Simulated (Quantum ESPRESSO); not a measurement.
# SnSe (Pnma) in Quantum ESPRESSO: band structure with r2SCAN

Aim: the band structure of SnSe with r2SCAN.

Everything below comes from runs of Quantum ESPRESSO 7.5. Logs are shortened: lines on timing, memory, paths and dates and some standing lists are left out, and cuts for length are marked.

**Experimental background.**

From “Linear dichroism of the optical properties of SnS and SnSe van der Waals crystals”, 2024, arxiv:2409.17412, for a bulk crystal of SnSe at 300 K: band gap 0.89 eV (indirect).

The results are compared with them further down.

### Step 1. The crystal as given

The structure is orthorhombic, space group Pnma (No. 62). Conventional cell: a = 11.420 Å, b = 4.190 Å, c = 4.460 Å, α = 90.00°, β = 90.00°, γ = 90.00°. Around Sn (site symmetry m) lie 3 Se at 2.69 to 2.83 Å. Se (site symmetry m) is surrounded by 3 Sn at 2.69 to 2.83 Å.

### Step 2. Band structure, r2SCAN

pw.in reads:

```
&CONTROL
  calculation = 'scf'
  prefix = 'pwscf'
  outdir = './tmp'
  pseudo_dir = './pseudo'
  tprnfor = .true.
  tstress = .true.
  disk_io = 'low'
/
&SYSTEM
  ibrav = 0
  celldm(1) = 8
  nat = 8
  ntyp = 2
  ecutwfc = 70
  nbnd = 52
  input_dft = 'r2scan'
  occupations = 'smearing'
  smearing = 'fd'
  degauss = 0.00367493
  nosym = .true.
/
&ELECTRONS
  conv_thr = 1d-08
  electron_maxstep = 120
  mixing_beta = 0.5
/
ATOMIC_SPECIES
Sn   118.7100 Sn_ONCV_PBE-1.2.upf
Se    78.9710 Se_ONCV_PBE-1.2.upf
CELL_PARAMETERS alat
  2.6975840429033   0.0000000000000   0.0000000000000
  0.0000000000000   0.9897440577727   0.0000000000000
  0.0000000000000   0.0000000000000   1.0535223144789
ATOMIC_POSITIONS crystal
Sn     0.8770000000    0.7500000000    0.9090000000
Sn     0.6230000000    0.2500000000    0.4090000000
Sn     0.3770000000    0.7500000000    0.5910000000
Sn     0.1230000000    0.2500000000    0.0910000000
Se     0.6430000000    0.7500000000    0.9840000000
Se     0.8570000000    0.2500000000    0.4840000000
Se     0.1430000000    0.7500000000    0.5160000000
Se     0.3570000000    0.2500000000    0.0160000000
K_POINTS automatic
3 5 5 0 0 0
```

bands.in reads:

```
&CONTROL
  calculation = 'bands'
  prefix = 'pwscf'
  outdir = './tmp'
  pseudo_dir = './pseudo'
  disk_io = 'low'
  verbosity = 'high'
/
&SYSTEM
  ibrav = 0
  celldm(1) = 8
  nat = 8
  ntyp = 2
  ecutwfc = 70
  nbnd = 52
  input_dft = 'r2scan'
  occupations = 'smearing'
  smearing = 'fd'
  degauss = 0.00367493
  nosym = .true.
/
&ELECTRONS
  conv_thr = 1d-08
  electron_maxstep = 120
  mixing_beta = 0.5
  diago_full_acc = .true.
  startingwfc = 'random'
/
ATOMIC_SPECIES
Sn   118.7100 Sn_ONCV_PBE-1.2.upf
Se    78.9710 Se_ONCV_PBE-1.2.upf
CELL_PARAMETERS alat
  2.6975840429033   0.0000000000000   0.0000000000000
  0.0000000000000   0.9897440577727   0.0000000000000
  0.0000000000000   0.0000000000000   1.0535223144789
ATOMIC_POSITIONS crystal
Sn     0.8770000000    0.7500000000    0.9090000000
Sn     0.6230000000    0.2500000000    0.4090000000
Sn     0.3770000000    0.7500000000    0.5910000000
Sn     0.1230000000    0.2500000000    0.0910000000
Se     0.6430000000    0.7500000000    0.9840000000
Se     0.8570000000    0.2500000000    0.4840000000
Se     0.1430000000    0.7500000000    0.5160000000
Se     0.3570000000    0.2500000000    0.0160000000
K_POINTS crystal
60
 0.0000000000  0.0000000000  0.0000000000 1
 0.0000000000  0.0833333333  0.0000000000 1
 0.0000000000  0.1666666667  0.0000000000 1
 0.0000000000  0.2500000000  0.0000000000 1
 0.0000000000  0.3333333333  0.0000000000 1
 0.0000000000  0.4166666667  0.0000000000 1
 0.0000000000  0.5000000000  0.0000000000 1
 0.0000000000  0.5000000000  0.1000000000 1
 0.0000000000  0.5000000000  0.2000000000 1
 0.0000000000  0.5000000000  0.3000000000 1
 0.0000000000  0.5000000000  0.4000000000 1
 0.0000000000  0.5000000000  0.5000000000 1
 0.0000000000  0.4166666667  0.5000000000 1
 0.0000000000  0.3333333333  0.5000000000 1
 0.0000000000  0.2500000000  0.5000000000 1
 0.0000000000  0.1666666667  0.5000000000 1
 0.0000000000  0.0833333333  0.5000000000 1
 0.0000000000  0.0000000000  0.5000000000 1
 0.0000000000  0.0000000000  0.4000000000 1
 0.0000000000  0.0000000000  0.3000000000 1
 0.0000000000  0.0000000000  0.2000000000 1
 0.0000000000  0.0000000000  0.1000000000 1
 0.0000000000  0.0000000000  0.0000000000 1
 0.2500000000  0.0000000000  0.0000000000 1
 0.5000000000  0.0000000000  0.0000000000 1
 0.5000000000  0.0833333333  0.0000000000 1
 0.5000000000  0.1666666667  0.0000000000 1
 0.5000000000  0.2500000000  0.0000000000 1
 0.5000000000  0.3333333333  0.0000000000 1
 0.5000000000  0.4166666667  0.0000000000 1
 0.5000000000  0.5000000000  0.0000000000 1
 0.5000000000  0.5000000000  0.0833333333 1
 0.5000000000  0.5000000000  0.1666666667 1
 0.5000000000  0.5000000000  0.2500000000 1
 0.5000000000  0.5000000000  0.3333333333 1
 0.5000000000  0.5000000000  0.4166666667 1
 0.5000000000  0.5000000000  0.5000000000 1
 0.5000000000  0.4285714286  0.5000000000 1
 0.5000000000  0.3571428571  0.5000000000 1
 0.5000000000  0.2857142857  0.5000000000 1
 0.5000000000  0.2142857143  0.5000000000 1
 0.5000000000  0.1428571429  0.5000000000 1
 0.5000000000  0.0714285714  0.5000000000 1
 0.5000000000  0.0000000000  0.5000000000 1
 0.5000000000  0.0000000000  0.4285714286 1
 0.5000000000  0.0000000000  0.3571428571 1
 0.5000000000  0.0000000000  0.2857142857 1
 0.5000000000  0.0000000000  0.2142857143 1
 0.5000000000  0.0000000000  0.1428571429 1
 0.5000000000  0.0000000000  0.0714285714 1
 0.5000000000  0.0000000000  0.0000000000 1
 0.0000000000  0.0000000000  0.5000000000 1
 0.2500000000  0.0000000000  0.5000000000 1
 0.5000000000  0.0000000000  0.5000000000 1
 0.5000000000  0.5000000000  0.0000000000 1
 0.2500000000  0.5000000000  0.0000000000 1
 0.0000000000  0.5000000000  0.0000000000 1
 0.0000000000  0.5000000000  0.5000000000 1
 0.2500000000  0.5000000000  0.5000000000 1
 0.5000000000  0.5000000000  0.5000000000 1
```

Potentials or basis: SG15 PBE 1.2.

Launch:

```bash
$ OMP_NUM_THREADS=1 mpirun -n 2 pw.x -nk 2 -in pw.in > pw.out
$ OMP_NUM_THREADS=1 mpirun -n 2 pw.x -nk 2 -in bands.in > bands.out
```

pw.out:

```text
This program is part of the open-source Quantum ESPRESSO suite
     for quantum simulation of materials; please cite
         "P. Giannozzi et al., J. Phys.:Condens. Matter 21 395502 (2009);
         "P. Giannozzi et al., J. Phys.:Condens. Matter 29 465901 (2017);
         "P. Giannozzi et al., J. Chem. Phys. 152 154105 (2020);
     in publications or presentations arising from this work. More details at

     IMPORTANT: XC functional enforced from input :
     Exchange-correlation= R2SCAN
                           (   0   0   0   0   0 497 498)
     Any further DFT definition will be discarded
     Please, verify this is what you really want

     K-points division:     npool     =       2
     Subspace diagonalization in iterative solution of the eigenvalue problem:
     a serial algorithm will be used

     G-vector sticks info
     --------------------
     sticks:   dense  smooth     PW     G-vecs:    dense   smooth      PW
     Sum        3813    3813   1063               113929   113929   16625

     Using Slab Decomposition

     bravais-lattice index     =            0
     lattice parameter (alat)  =       8.0000  a.u.
     unit-cell volume          =    1440.1628 (a.u.)^3
     number of atoms/cell      =            8
     number of atomic types    =            2
     number of electrons       =        80.00
     number of Kohn-Sham states=           52
     kinetic-energy cutoff     =      70.0000  Ry
     charge density cutoff     =     280.0000  Ry
     scf convergence threshold =      1.0E-08
     mixing beta               =       0.5000
     number of iterations used =            8  plain     mixing
     Exchange-correlation= R2SCAN
                           (   0   0   0   0   0 497 498)

     celldm(1)=   8.000000  celldm(2)=   0.000000  celldm(3)=   0.000000
     celldm(4)=   0.000000  celldm(5)=   0.000000  celldm(6)=   0.000000

     crystal axes: (cart. coord. in units of alat)
               a(1) = (   2.697584   0.000000   0.000000 )
               a(2) = (   0.000000   0.989744   0.000000 )
               a(3) = (   0.000000   0.000000   1.053522 )

     reciprocal axes: (cart. coord. in units 2 pi/alat)
               b(1) = (  0.370702  0.000000  0.000000 )
               b(2) = (  0.000000  1.010362  0.000000 )
               b(3) = (  0.000000  0.000000  0.949197 )

     PseudoPot. # 1 for Sn read from file:
     Sn_ONCV_PBE-1.2.upf
     Pseudo is Norm-conserving, Zval = 14.0
     Generated using ONCVPSP code by D. R. Hamann
     Using radial grid of  602 points,  6 beta functions with:
                l(1) =   0
                l(2) =   0
                l(3) =   1
                l(4) =   1
                l(5) =   2
                l(6) =   2

     PseudoPot. # 2 for Se read from file:
     Se_ONCV_PBE-1.2.upf
     Pseudo is Norm-conserving, Zval =  6.0
     Generated using ONCVPSP code by D. R. Hamann
     Using radial grid of  602 points,  6 beta functions with:
                l(1) =   0
                l(2) =   0
                l(3) =   1
                l(4) =   1
                l(5) =   2
                l(6) =   2

     atomic species   valence    mass     pseudopotential
     Sn               14.00   118.71000     Sn( 1.00)
     Se                6.00    78.97100     Se( 1.00)

     No symmetry found

   Cartesian axes

     site n.     atom                  positions (alat units)
         1        Sn     tau(   1) = (   2.3657812   0.7423080   0.9576518  )
         2        Sn     tau(   2) = (   1.6805949   0.2474360   0.4308906  )
         3        Sn     tau(   3) = (   1.0169892   0.7423080   0.6226317  )
         4        Sn     tau(   4) = (   0.3318028   0.2474360   0.0958705  )
         5        Se     tau(   5) = (   1.7345465   0.7423080   1.0366660  )
         6        Se     tau(   6) = (   2.3118295   0.2474360   0.5099048  )
         7        Se     tau(   7) = (   0.3857545   0.7423080   0.5436175  )
         8        Se     tau(   8) = (   0.9630375   0.2474360   0.0168564  )

     number of k points=    38  Fermi-Dirac smearing, width (Ry)=  0.0037
                       cart. coord. in units 2pi/alat
        k(    1) = (   0.0000000   0.0000000   0.0000000), wk =   0.0266667
        k(    2) = (   0.0000000   0.0000000   0.1898394), wk =   0.0533333
        k(    3) = (   0.0000000   0.0000000   0.3796787), wk =   0.0533333
        k(    4) = (   0.0000000   0.2020724   0.0000000), wk =   0.0533333
        k(    5) = (   0.0000000   0.2020724   0.1898394), wk =   0.0533333
        k(    6) = (   0.0000000   0.2020724   0.3796787), wk =   0.0533333
[... 30 lines left out ...]
        k(   37) = (   0.1235674  -0.2020724  -0.3796787), wk =   0.0533333
        k(   38) = (   0.1235674  -0.2020724  -0.1898394), wk =   0.0533333

     Dense  grid:   113929 G-vectors     FFT dimensions: ( 120,  45,  45)

     WARNING: libxc functional with ID  497 depends
      on external parameters: check the user_guide of
      QE if you need to modify them or to check their
      default values.

     WARNING: libxc functional with ID  498 depends
      on external parameters: check the user_guide of
      QE if you need to modify them or to check their
      default values.

     Initial potential from superposition of free atoms

     starting charge      79.5817, renormalised to      80.0000
     Starting wfcs are random

     Self-consistent Calculation

     iteration #  1     ecut=    70.00 Ry     beta= 0.50
     Davidson diagonalization with overlap
     ethr =  1.00E-02,  avg # of iterations = 10.2

     total energy              =    -555.06187687 Ry
     estimated scf accuracy    <      55.51510966 Ry

     iteration #  2     ecut=    70.00 Ry     beta= 0.50
     Davidson diagonalization with overlap
     ethr =  1.00E-02,  avg # of iterations =  1.0
[... 11 lines left out ...]
     iteration #  4     ecut=    70.00 Ry     beta= 0.50
     Davidson diagonalization with overlap
     ethr =  2.77E-04,  avg # of iterations =  1.3

     total energy              =    -555.59654379 Ry
     estimated scf accuracy    <       0.00206307 Ry

     iteration #  5     ecut=    70.00 Ry     beta= 0.50
     Davidson diagonalization with overlap
     c_bands:  1 eigenvalues not converged
     ethr =  2.58E-06,  avg # of iterations =  7.6

     total energy              =    -555.59682777 Ry
     estimated scf accuracy    <       0.00124401 Ry

     iteration #  6     ecut=    70.00 Ry     beta= 0.50
     Davidson diagonalization with overlap
     ethr =  1.56E-06,  avg # of iterations =  2.3

     total energy              =    -555.59691623 Ry
     estimated scf accuracy    <       0.00087221 Ry
[... 33 lines left out ...]
     total energy              =    -555.59701655 Ry
     estimated scf accuracy    <       0.00000006 Ry

     iteration # 12     ecut=    70.00 Ry     beta= 0.50
     Davidson diagonalization with overlap
     ethr =  7.15E-11,  avg # of iterations =  1.1

     End of self-consistent calculation

          k = 0.0000 0.0000 0.0000 ( 14279 PWs)   bands (ev):

   -12.4546 -12.4324 -12.4297 -12.4268 -12.4231 -12.4216 -12.4204 -12.4203
   -12.4139 -12.4096 -12.4034 -12.3911 -12.3891 -12.3886 -12.3656 -12.3604
   -12.3520 -12.3478 -12.3477 -12.3348  -5.6938  -5.3561  -4.5401  -4.0507
     1.1210   2.1607   3.0372   3.3437   3.6006   5.1589   5.2227   5.2845
     5.7250   5.7872   6.4220   6.8353   7.1145   7.4264   7.9039   8.1174
     9.6493  11.9422  12.1628  12.2160  12.2792  12.3354  13.3794  13.4290
    13.5986  13.6852  14.2952  14.8867
[... 363 lines left out ...]
   -12.4429 -12.4385 -12.4332 -12.4305 -12.4236 -12.4220 -12.4191 -12.4178
   -12.4078 -12.4054 -12.4009 -12.3995 -12.3871 -12.3830 -12.3619 -12.3607
   -12.3549 -12.3530 -12.3433 -12.3395  -5.2587  -5.1207  -4.3389  -4.1761
     0.8164   1.2651   2.1639   2.3188   4.4228   4.5540   4.8740   5.5957
     5.8059   6.1857   6.9034   7.0226   7.6091   7.6297   7.9821   8.1110
    10.4100  10.4486  10.9811  11.2836  11.5076  12.2713  12.5576  12.8787
    13.3190  13.6820  14.0138  14.2018

     the Fermi energy is     9.1307 ev

!    total energy              =    -555.59701655 Ry
     estimated scf accuracy    <          3.8E-09 Ry
     smearing contrib. (-TS)   =      -0.00000023 Ry
     internal energy E=F+TS    =    -555.59701632 Ry

     The total energy is F=E-TS. E is the sum of the following terms:
     one-electron contribution =    -160.47314434 Ry
     hartree contribution      =     116.39598768 Ry
     xc contribution           =     -72.59998334 Ry
     ewald contribution        =    -438.91987633 Ry

     convergence has been achieved in  12 iterations

     Forces acting on atoms (cartesian axes, Ry/au):

     atom    1 type  1   force =     0.00125694    0.00132958   -0.00547775
     atom    2 type  1   force =    -0.00223047    0.00006834   -0.00842321
     atom    3 type  1   force =     0.00222121   -0.00006959    0.00842939
     atom    4 type  1   force =    -0.00123777   -0.00132837    0.00548261
     atom    5 type  2   force =    -0.00335475    0.00011745    0.00753097
     atom    6 type  2   force =     0.00334906   -0.00009825    0.00750418
     atom    7 type  2   force =    -0.00335351    0.00009817   -0.00750984
     atom    8 type  2   force =     0.00334929   -0.00011733   -0.00753635

     Total force =     0.022132     Total SCF correction =     0.000076

     Computing stress (Cartesian axis) and pressure

          total   stress  (Ry/bohr**3)                   (kbar)     P=        8.58
   0.00017597   0.00000063  -0.00000057           25.89        0.09       -0.08
   0.00000063  -0.00000130   0.00000031            0.09       -0.19        0.05
  -0.00000057   0.00000031   0.00000026           -0.08        0.05        0.04

=------------------------------------------------------------------------------=
   JOB DONE.
=------------------------------------------------------------------------------=
```

Wall time 30 min (2 MPI ranks of Arm Neoverse V2, shared host); peak memory 0.98 GiB.

Results:

| Item | Value |
| --- | --- |
| Free energy | -7559.2825 eV |
| Pressure | 0.9 GPa |
| Largest force | 0.224 eV/Å |
| Band gap on the k mesh | 1.05 eV, indirect (least direct gap 1.27 eV) |
| Band gap along the path | 0.90 eV, indirect (least direct gap 1.06 eV) |

Forces on the atoms (eV/Å):
```
Sn   0.032  0.034 -0.141
Sn  -0.057  0.002 -0.217
Sn   0.057 -0.002  0.217
Sn  -0.032 -0.034  0.141
Se  -0.086  0.003  0.194
Se   0.086 -0.003  0.193
Se  -0.086  0.003 -0.193
Se   0.086 -0.003 -0.194
```

Levels at the corners of the path, in eV from the valence-band top:
```csv
point,band 36,band 37,band 38,band 39,band 40,band 41,band 42,band 43,band 44,band 45
Γ,-1.76,-1.48,-1.17,-0.69,-0.48,1.05,3.35,3.57,3.62,3.68
X,-1.60,-0.95,-0.95,-0.72,-0.72,1.28,1.28,1.65,1.65,1.96
S,-3.14,-2.21,-2.21,-1.46,-1.46,3.22,3.22,3.50,3.50,5.40
Y,-1.39,-0.64,-0.64,-0.24,-0.24,1.54,1.54,1.85,1.85,1.93
Γ,-1.76,-1.48,-1.17,-0.69,-0.48,1.05,3.35,3.57,3.62,3.68
Z,-2.04,-1.77,-1.77,-0.55,-0.55,3.03,3.03,3.27,3.27,4.02
U,-2.05,-0.95,-0.95,-0.95,-0.95,1.71,1.71,1.71,1.71,2.33
R,-3.73,-1.50,-1.50,-1.50,-1.50,3.04,3.04,3.04,3.04,5.14
T,-1.69,-0.43,-0.43,-0.26,-0.26,1.54,1.54,1.92,1.92,1.97
Z,-2.04,-1.77,-1.77,-0.55,-0.55,3.03,3.03,3.27,3.27,4.02
Y,-1.39,-0.64,-0.64,-0.24,-0.24,1.54,1.54,1.85,1.85,1.93
T,-1.69,-0.43,-0.43,-0.26,-0.26,1.54,1.54,1.92,1.92,1.97
U,-2.05,-0.95,-0.95,-0.95,-0.95,1.71,1.71,1.71,1.71,2.33
X,-1.60,-0.95,-0.95,-0.72,-0.72,1.28,1.28,1.65,1.65,1.96
S,-3.14,-2.21,-2.21,-1.46,-1.46,3.22,3.22,3.50,3.50,5.40
R,-3.73,-1.50,-1.50,-1.50,-1.50,3.04,3.04,3.04,3.04,5.14
```

Caveat: the potentials were made for another functional, which shifts forces and pressure; spin-orbit coupling is left out, which moves the levels of the heavy elements; the mesh misses the band edges, which the band path finds closer together.

### Step 3. How close it comes

Step 2. Against the measured gap of SnSe, 0.89 eV (indirect; 300 K; “Linear dichroism of the optical properties of SnS and SnSe van der Waals crystals”, 2024, arxiv:2409.17412), the calculated 0.90 eV is off by +0.01 eV. 2 values of this kind are on record (0.89 to 0.99 eV); this one was drawn at random. Spin-orbit coupling on Se, Sn is left out. The value is that of r2SCAN, without temperature or zero-point motion.
